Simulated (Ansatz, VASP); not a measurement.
# Cross-check of Si31Se (substitutional Se in Si) between VASP and Ansatz

One calculation is typed for both programs; each brings its own data sets. How far apart do they land? The cell is taken from a series of runs on this material, whose earlier steps may have relaxed, scaled, displaced or heated it; both programs get it as it stands.

Method: plane waves, with VASP 6.6.1 beside it; single point at HSE06, in Ansatz 0.2.0.

In doubt: the hybrid run may have settled on a false gap or state, so the values of those runs are not to be relied on; a hybrid run on one k-point, which bears on gaps, levels and energies.

### 1. Set-up

The cell holds 32 atoms: 31 Si and 1 Se. Its edges and angles: a = 9.474 Å, b = 9.474 Å, c = 9.474 Å, α = 109.5°, β = 109.5°, γ = 109.5°. It derives from Si (Si (Fd-3m)). Nearest the centre at fractional (0.500, 0.500, 0.500): Se32 at 0.01 Å, Si26 at 2.53 Å, Si25 at 2.53 Å, Si31 at 2.53 Å, Si22 at 2.54 Å, Si14 at 3.88 Å, Si6 at 3.88 Å, Si4 at 3.89 Å. The cell carries charge +1.

### 2. Ansatz: single point, HSE06

Ansatz runs on its default PAW (the set named soft_2) files.

With cell and atoms fixed, the geometry can't cause a difference; cores, projectors, grids and the points listed under the comparison can.

Contents of input.yaml:

```yaml
crystal:
  lattice:
    - [-5.46978324, 5.46978324, 5.46978324]
    - [5.46978324, -5.46978324, 5.46978324]
    - [5.46978324, 5.46978324, -5.46978324]
  atoms:
    - { symbol: Si, position: [-0.000382241, 8.2558e-05, 0.500553229] }
    - { symbol: Si, position: [-0.00290666, 0.246374633, 0.246866549] }
    - { symbol: Si, position: [-0.000301964, 0.500132378, 0.000625925] }
    - { symbol: Si, position: [0.002318515, 0.74893562, 0.749496391] }
    - { symbol: Si, position: [0.245906577, -0.002569385, 0.246785275] }
    - { symbol: Si, position: [0.245910796, 0.246313622, -0.002127233] }
    - { symbol: Si, position: [0.250743114, 0.50007721, 0.75434054] }
    - { symbol: Si, position: [0.250575633, 0.753872478, 0.50057653] }
    - { symbol: Si, position: [0.499648027, 0.000103494, 0.000525949] }
    - { symbol: Si, position: [0.49964438, 0.251172914, 0.75436383] }
    - { symbol: Se, position: [0.4997614, 0.500181765, 0.500590204] }
    - { symbol: Si, position: [0.499587824, 0.75390265, 0.251543375] }
    - { symbol: Si, position: [0.748620253, 0.002872054, 0.749539201] }
    - { symbol: Si, position: [0.753446533, 0.251117427, 0.500543171] }
    - { symbol: Si, position: [0.753399378, 0.499961569, 0.251596761] }
    - { symbol: Si, position: [0.748621184, 0.748977555, 0.003255321] }
    - { symbol: Si, position: [-0.000700822, -0.000283887, 0.251059381] }
    - { symbol: Si, position: [-0.000655613, 0.250626198, 0.000242499] }
    - { symbol: Si, position: [3.0341e-05, 0.500031401, 0.75144004] }
    - { symbol: Si, position: [-0.000148289, 0.750901206, 0.500546431] }
    - { symbol: Si, position: [0.250124572, -0.000323932, 0.00014901] }
    - { symbol: Si, position: [0.248769653, 0.249209527, 0.750058378] }
    - { symbol: Si, position: [0.232549112, 0.500185215, 0.500621177] }
    - { symbol: Si, position: [0.248796412, 0.749658715, 0.249783326] }
    - { symbol: Si, position: [0.499621382, 0.000431673, 0.751369653] }
    - { symbol: Si, position: [0.499700048, 0.232897557, 0.500618246] }
    - { symbol: Si, position: [0.499685719, 0.50016832, 0.233286428] }
    - { symbol: Si, position: [0.499691428, 0.750973556, 0.000869121] }
    - { symbol: Si, position: [0.750468397, 0.000396605, 0.500544609] }
    - { symbol: Si, position: [0.749216064, 0.249143893, 0.249681181] }
    - { symbol: Si, position: [0.750519853, 0.500052174, 0.000946118] }
    - { symbol: Si, position: [0.766906946, 0.767363187, 0.767797014] }
  host:
    repeats: [1, 1, 1]
    atoms:
      - { symbol: Si, position: [0.0, 0.0, 0.5] }
      - { symbol: Si, position: [0.0, 0.25, 0.25] }
      # ... 30 more atoms of the perfect host
total_charge: 1
basis:
  ecutwfc: 420
  xc_grid: 2
hamiltonian:
  xc: hse06
kpoints:
  mp_grid: { grid: [1, 1, 1] }
magnetization:
  spin_polarized: true
  initial_magnetization: 1
  spin_locking: { lock_magnetization: hard }
scf:
  occupations: { method: fermi_dirac, width: 0.01 }
  max_iter: 120
output:
  forces: true
  charged_corrections:
    epsilon: 12.98
    static_epsilon: 12.98
    defect_position: [0.5, 0.5, 0.5]
  eigenvalues: true
checkpoint:
  read: "../relax1.run"
  write: "../point1.run"
  compress: false
  write_wavefunctions: true
  write_every: 100000
```

Command:

```sh
> ansatz run input.yaml --threads 2 --pin off --max-ram 4710MiB --backend cpu --events-out ev --progress --plain --runs-dir out
```

Numbers of over 12 decimals in the logs are rounded to 6 here.

The log of the run:

```text
Warning: checkpoint.read: hamiltonian.xc differs: saved pbe, current hse06; the SCF iterates under this deck's functional from the saved state
exact exchange: scf.exx.singularity resolves to wigner_seitz, which cuts the screened interaction at the faces of the exchange supercell's Wigner-Seitz cell, so that each pair interacts once, at the shortest of its separations (the periodic images that this leaves out come, for a point-like exchange hole, to about 0.019 eV on a filled level). The cut falls within the interaction's reach, and what an exchange supercel [...]
Engine: ansatz 0.2.0, x86_64-unknown-linux-gnu
Pseudopotentials: kind: paw
Pseudopotential: Si, paw, valence charge 4, recommended cutoff 420 eV (normal), Si.paw.azcp
Pseudopotential: Se, paw, valence charge 16, recommended cutoff 420 eV (normal), Se.paw.azcp
Functional definition: HSE06
  parameter a = 0.25
  parameter omega = 0.11/bohr
  exchange = pbe_x - a*pbe_x_sr(omega) + a*exact_x_sr(omega)
  correlation = pbe_c
Crystal: 32 atoms, lattice volume = 654.591 Å³
Basis set: ecut = 420 eV, 12839 PW (Γ), exchange–correlation on 128×128×128 points (8 copies of the dense FFT grid, shifted against one another)
Bands: 102, of which v1, the nominal top of the filled ones, is band 70 counted from 1 (69 counted from 0)
Symmetry: 1 space group operations
Space group: P1 (ITA 1), of the structure as read, at distance tolerance 8.7e-5 Å
Magnetic group: BNS 1.1 (UNI 1), of the structure as read, at distance tolerance 8.7e-5 Å
k-points: 1
Non-local potential: Si, projectors of the file, l = 0: 2, l = 1: 2, l = 2: 2
Non-local potential: Se, projectors of the file, l = 0: 2, l = 1: 2, l = 2: 3, l = 3: 1
PAW form: soft (Blöchl's): semilocal exchange-correlation on the pseudo side does not see the compensation charge
PAW frozen core: Si, regenerated for the run's functional, and the local potential with it (the file was generated under x = pbe(κ = 0.804, μ = 0.219515), c = pbe(β = 0.066725))
PAW frozen core: Se, regenerated for the run's functional, and the local potential with it (the file was generated under x = pbe(κ = 0.804, μ = 0.219515), c = pbe(β = 0.066725))
PAW one-centre angular grid: Si, 110 points (default); XC on 64 Gauss nodes
PAW one-centre angular grid: Se, 590 points (default); XC on 64 Gauss nodes
Initial density: read from a saved state, or passed on in memory by an earlier SCF of this step, an earlier step, the calling program or the single point that the run made first
Starting moments: Σ|m| = 1 μB on 32 of 32 sites; this step starts from the density that it was given
Initial wavefunctions: pseudopotential atomic-orbital guess
Functional: x = pbe(κ = 0.804, μ = 0.219515), c = pbe(β = 0.066725), warm-up for x = pbe(κ = 0.804, μ = 0.219515) + 0.25 (exact − pbe) at short range (hse, ω = 0.207870 Å⁻¹), c = pbe(β = 0.066725); HSE06 as pw.x's `hse` composes it (authors' and Libxc's form: `xc: wpbeh`)
iter 1 solved again at ethr=9.07e-5 eV; its pass at ethr=1.00e-1 eV (dr2=1.26e-1 eV) is discarded
SCF iter   1: F=—  HF=-25180.584206 eV  |F-HF|=—  |Δ(HF+E_count)|=         —  Δρ=2.10e-3 (↑2.10e-3 ↓1.91e-3)  dr2=1.48e-1  dr2_m=1.74e-3  M=1.000 μB ∫|m|=1.106 μB  β_m=0.30  ethr=9.07e-5  ⟨swp⟩=14.5  Hψ=1633  notcnv=0  reapply=1
preconditioner: auto → none  [insulator: Δε(μ)=0.244 eV  Ē_g=7.955 eV  σ=0.010 eV  W_gap=1.00  n_scr=86 (ndim 8)  ℏωp=16.5 eV  f_vac=0.000  D(μ)=0.00/eV (n_scr^D=0)]
SCF iter   2: F=—  HF=-25180.559030 eV  |F-HF|=—  |Δ(HF+E_count)|=   2.52e-2  Δρ=1.34e-3 (↑1.34e-3 ↓1.24e-3)  dr2=4.40e-2  dr2_m=1.01e-3  M=1.000 μB ∫|m|=1.122 μB  β_m=0.45  ethr=9.07e-5  ⟨swp⟩=3.0  Hψ=432  notcnv=0
SCF iter   3: F=—  HF=-25180.558596 eV  |F-HF|=—  |Δ(HF+E_count)|=   4.34e-4  Δρ=4.87e-4 (↑4.87e-4 ↓4.56e-4)  dr2=1.31e-2  dr2_m=2.72e-4  M=1.000 μB ∫|m|=1.149 μB  β_m=0.41  ethr=3.17e-5  ⟨swp⟩=4.0  Hψ=501  notcnv=0
[...]
SCF iter   4: F=—  HF=-25197.418126 eV  |F-HF|=—  |Δ(HF+E_count)|=   4.72e-8  Δρ=3.17e-6 (↑3.17e-6 ↓2.31e-6)  dr2=4.40e-7  dr2_m=1.74e-8  M=1.000 μB ∫|m|=1.234 μB  β_m=0.46  ethr=5.98e-10  ⟨swp⟩=5.0  Hψ=510  notcnv=0
SCF iter   5: F=—  HF=-25197.418126 eV  |F-HF|=—  |Δ(HF+E_count)|=   6.74e-8  Δρ=1.74e-6 (↑1.74e-6 ↓1.26e-6)  dr2=9.94e-8  dr2_m=7.53e-9  M=1.000 μB ∫|m|=1.234 μB  β_m=0.53  ethr=3.11e-10  ⟨swp⟩=3.5  Hψ=374  notcnv=0  defer=12
SCF iter   6: F=—  HF=-25197.418126 eV  |F-HF|=—  |Δ(HF+E_count)|=   6.83e-9  Δρ=7.81e-7 (↑7.81e-7 ↓6.17e-7)  dr2=4.04e-9  dr2_m=2.52e-9  M=1.000 μB ∫|m|=1.234 μB  β_m=0.62  ethr=7.01e-11  ⟨swp⟩=5.5  Hψ=506  notcnv=0  defer=8
SCF iter   7: F=—  HF=-25197.418126 eV  |F-HF|=—  |Δ(HF+E_count)|=   5.84e-9  Δρ=3.64e-7 (↑3.56e-7 ↓3.64e-7)  dr2=4.19e-9  dr2_m=6.41e-10  M=1.000 μB ∫|m|=1.234 μB  β_m=0.54  ethr=3.15e-12 (applied; sched 2.72e-12)  ⟨swp⟩=6.0  Hψ=578  notcnv=0  defer=8
SCF iter   8: F=-25197.418126 eV  HF=-25197.418126 eV  |F-HF|=1.35e-10  |Δ(HF+E_count)|=  4.58e-10  Δρ=1.43e-7 (↑1.43e-7 ↓1.33e-7)  dr2=3.16e-10  dr2_m=9.52e-11  M=1.000 μB ∫|m|=1.234 μB  ethr=2.72e-12  ⟨swp⟩=4.0  Hψ=471  notcnv=0  defer=16
SCF 3 converged in 8 iterations: F = -25197.418126 eV  dr2 = 3.16e-10
  Residual-converged pass: ⟨swp⟩=3.0  Hψ=459  notcnv=0  max |occ|·‖R‖ = 2.4e-7 eV (tolerance 2.7e-7 eV)  dr2=3.15e-10  dr2_m=9.73e-11  dr2_onsite=1.97e-11  max |Δocc| = 0.0e0
hybrid outer 2: dexx = +2.157e-6 eV, tail = 1.14e-8 eV, Δε = 1.59e-3 eV (about 2.72e-5 eV left of the loop's levels), ΔF = 1.79e-3 eV/Å (tail 1.49e-4)
WARN: the filled states extend beyond the cell (their overlap across the Brillouin zone is 0.126, against 0 in a metal and nearly 1 for localised states). With one k-point a hybrid's gap, moments and forces can then be wrong. Use a denser k-mesh, or a larger cell for a defect
this state was not tested for a lower state beside it, because the functional holds exact exchange (a hybrid, or Hartree-Fock), whose exchange loop this test does not read (fock_operator); the stability check (scf.self_checks: high) cannot read this state: a pseudopotential is PAW: the check reads norm-conserving sets alone
hybrid SCF converged: 2 outer / 13 inner (+7 warm-up), last move |dexx| = 2.16e-6 eV, tail = 1.14e-8 eV
Magnetization: 1.0000 μB (70.0000 up, 69.0000 down)
Absolute magnetization: 1.2345 μB (∫|ρ↑−ρ↓|, with the PAW one-centre terms)
Spin contamination: 0.0044 ħ² per cell (⟨S²⟩ above its minimum at these occupations)
Per-site moments (μB) at R_I (Å): [(0.012348, 0.974075), (-0.000844905, 0.970262), (0.012353, 0.974102), (-0.000849562, 0.970196), (-0.000848801, 0.970361), (-0.000849848, 0.970310), (-0.000845215, 0.970308), (-0.000847475, 0.970267), (0.012357, 0.974089), (-0.000846457, 0.970250), (0.020805, 1.044132), (-0.000852403, 0.970286), (-0.000851682, 0.970313), (-0.000850187, 0.970340), (-0.000851307, 0.970305), (-0.0008476 [...]
Free energy (F): -25197.418126 eV
Frozen-core exchange: fock
Harris-Foulkes:  -25197.418126 eV  (|F-HF|=1.35e-10)
Internal energy: -25197.418126 eV  (E = F + TS)
E sigma→0 (E₀):  -25197.418126 eV
Fermi energy:    6.368119 (↑ 6.611384, ↓ 6.185469) eV
--- Per-component energies (eV) ---
  E_band       = -439.428005
  E_kinetic    = 1362.790474
  E_local      = -4332.839785  (includes V_loc(G=0)·N_el)
  E_nonlocal   = 179.821421
  E_hartree    = 1946.805495
  E_xc         = -1468.767136
  E_vxc        = -1250.252085  (∫ρ·V_xc dr)
  E_exx        = -239.848848  (= α·E_x^exact, valence–valence)
  E_paw        = -17913.389901  (= ΣΔE_a)
  E_vpaw       = 187.138558  (= ΣTr[D̂ρ^β])
  E_aug_tail   = -0.000459  (compensation charges beyond the density's cutoff)
  E_ewald      = -4729.085801
  E_core_change = -2.903586  (= ΣΔE_core)
  E_smearing   = -0.000000  (= −TS)
  E_closure    = -0.000000  (closes the sum)
  E_deformation_potential = 12.424461  (in the stress; not in F)
  Σ components = -25197.418126   (vs F -25197.418126, Δ=0.00e0)
--- Forces (eV/Å), atoms counted from 1 ---
  atom   1  Si    -0.00090832    -0.00014103    -0.00073400
  atom   2  Si     0.04372381    -0.00858265    -0.00804969
  atom   3  Si    -0.00147407    -0.00019684    -0.00041256
  atom   4  Si     0.04536178     0.00455730     0.00852616
  atom   5  Si    -0.00412105     0.04727962    -0.00723084
  atom   6  Si    -0.00529759    -0.00755615     0.04493563
  atom   7  Si     0.00600741    -0.04551100    -0.00369052
  atom   8  Si     0.00312464    -0.00216782    -0.04033941
  atom   9  Si    -0.00328216     0.00172592     0.00033198
  atom  10  Si    -0.04746608     0.00567087    -0.00577159
  atom  11  Se     0.00108445    -0.00246002    -0.00044045
  atom  12  Si    -0.04501778    -0.00051994     0.00527979
  atom  13  Si     0.00320224     0.04485883     0.00304168
  atom  14  Si    -0.00366027     0.00632184    -0.04653695
  atom  15  Si    -0.00148057    -0.04740518     0.00798858
  atom  16  Si     0.00936983     0.00364992     0.04580447
  atom  17  Si    -0.15508108    -0.15345826     0.09677292
  atom  18  Si    -0.15371329     0.09614583    -0.15379666
  atom  19  Si    -0.15423195    -0.09711993     0.15508833
  atom  20  Si    -0.15660226     0.15730882    -0.09354926
  atom  21  Si     0.09787602    -0.15331278    -0.15318348
  atom  22  Si     0.15436062     0.15547461     0.09568299
  atom  23  Si     0.24233185    -0.24293981    -0.24688412
  atom  24  Si     0.15297793     0.09325932     0.15462481
  atom  25  Si    -0.09278152    -0.15512435     0.15428439
  atom  26  Si    -0.24604210     0.24099241    -0.24253553
  atom  27  Si    -0.24674670    -0.24227947     0.23930983
  atom  28  Si    -0.09439199     0.15439476    -0.15692676
  atom  29  Si     0.15546670    -0.15607950    -0.09327271
  atom  30  Si     0.09920148     0.15355392     0.15449928
  atom  31  Si     0.15382045    -0.09564736    -0.15335863
  atom  32  Si     0.24439819     0.24531488     0.24051678
  max |Σ_I F_I| component: 2.55e-5 eV/Å
--- Charged-cell corrections in eV (Makov–Payne, q = +1.000 e, ε = 12.980) ---
  F (periodic)     = -25197.418126  (uncorrected; the corrections below are reported, never added to it)
  E_corr1          = +0.184526  (monopole, q²α_M/2εL)
  F Makov-Payne    = -25197.233600  (F + E_corr1; no measured alignment; for a localised charge, not one spread in a band: unchecked)
  no potential alignment in this run, which stands beside a crystal: run the host's input off ansatz write-host-input, and read the two finished runs by ansatz place-levels (neither reads a slab, a wire or a sheet, whose cell leaves a vacuum)
--- Band table (eV) ---
  k-point 0 ↑: bands = [... 66 lower, 5.6859, 5.6862, 5.6863, 6.0746, 7.1588, 7.1592, 7.1593, 7.2823, ... 28 higher]
  k-point 0 ↓: bands = [... 66 lower, 5.6981, 5.6984, 5.6985, 6.6616, 7.1951, 7.1955, 7.1956, 7.3310, ... 28 higher]
```

[end of part 1 of 2]

[Lines on the potential files, build, host, timing and source positions are cut from VASP's logs without a mark.]

[Logs are printed without paths, hosts, clocks, repeated set-up lines and the standing remarks that a program may print on its own settings, such as how far it seeks lower states.]

[Hosts, paths, dates, database ids (printed as entryN), source tags and the programs' standing remarks are cut or masked in the printed files.]
